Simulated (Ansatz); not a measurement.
# GaN: from a guess to a relaxed structure

Aim: relax a trial structure of GaN and see where it ends.

Program: Ansatz 0.2.0. Level of theory: DFT PBE, scalar-relativistic, plane waves, PAW. These are calculated values, not measurements.

**1. Starting point**

It takes space group Pmmm (No. 47, orthorhombic). Conventional cell: a = 2.708 Å, b = 3.057 Å, c = 7.063 Å, α = 90.00°, β = 90.00°, γ = 90.00°. Ga (site symmetry mm2) is surrounded by 4 N at 1.84 to 1.85 Å. Ga (site symmetry mmm) has 4 N at 1.85 Å as nearest neighbours. N (site symmetry mm2) is surrounded by 4 Ga at 1.84 to 1.85 Å. N (site symmetry mmm) is surrounded by 4 Ga at 1.85 Å.

As a file:

```
CELL_PARAMETERS angstrom
2.70828 0.00000 0.00000
0.00000 3.05702 0.00000
0.00000 0.00000 7.06329
ATOMIC_POSITIONS crystal
Ga 0.50000 0.50000 0.17805
Ga 0.50000 0.50000 0.82195
Ga 0.00000 0.00000 0.50000
N 0.50000 0.00000 0.32195
N 0.00000 0.50000 0.00000
N 0.50000 0.00000 0.67805
```

The cell is invented: 4-connected net, two elements alternating (Pmmm, No. 47). Lengths come from tabulated atomic sizes and are only a guess.

**2. Probe: one point on a coarse mesh**

Contents of input.yaml:

```yaml
crystal:
  lattice:
    - [2.70827747, 0.0, 0.0]
    - [0.0, 3.05701873, 0.0]
    - [0.0, 0.0, 7.06328731]
  atoms:
    - { symbol: Ga, position: [0.5, 0.5, 0.17804846] }
    - { symbol: Ga, position: [0.5, 0.5, 0.82195154] }
    - { symbol: Ga, position: [0.0, 0.0, 0.5] }
    - { symbol: "N", position: [0.5, 0.0, 0.32195154] }
    - { symbol: "N", position: [0.0, 0.5, 0.0] }
    - { symbol: "N", position: [0.5, 0.0, 0.67804846] }
basis:
  ecutwfc: 420
kpoints:
  mp_grid: { grid: [6, 6, 4] }
hamiltonian:
  xc: pbe
scf:
  occupations: { method: gaussian, width: 0.1 }
  lower_state_search: "off"
output:
  forces: true
  stress: true
  eigenvalues: true
```

Started as:

```sh
$ ansatz run input.yaml --threads 1 --pin off --max-ram 2560MiB --backend cpu --events-out ev --progress --plain --runs-dir out
```

Further runs follow: spin check on a coarse mesh; rough relaxation on the coarse mesh; relaxation on the finer mesh.

Before running it: what results should come out? Wanted: conventional cell; volume; energy over the elements; gap on the mesh.

The runs gave:

| quantity | value |
| --- | --- |
| symmetry at the end (tolerance 0.05 Å) | space group Pmmm (No. 47) |
| conventional cell | a = 2.995 Å, b = 3.211 Å, c = 7.588 Å, α = 90.00°, β = 90.00°, γ = 90.00° |
| volume | 12.16 Å³/atom |
| energy over the elements (uncorrected; H, N, O, F and Cl as molecules) | +0.04 eV/atom |
| gap on the mesh | none (metal) |

The space group Pmmm (No. 47) is kept, and the volume per atom grows by 24.8 % from the first guess. The formation energy of this structure is too near zero to say whether it is bound against the elements. No finished test with a distortion of lower symmetry is shown, so the end may be a saddle point. A spin-polarised run here lost its starting moments, which speaks against magnetism, though one start doesn't rule it out. Other magnetic orders were not searched.
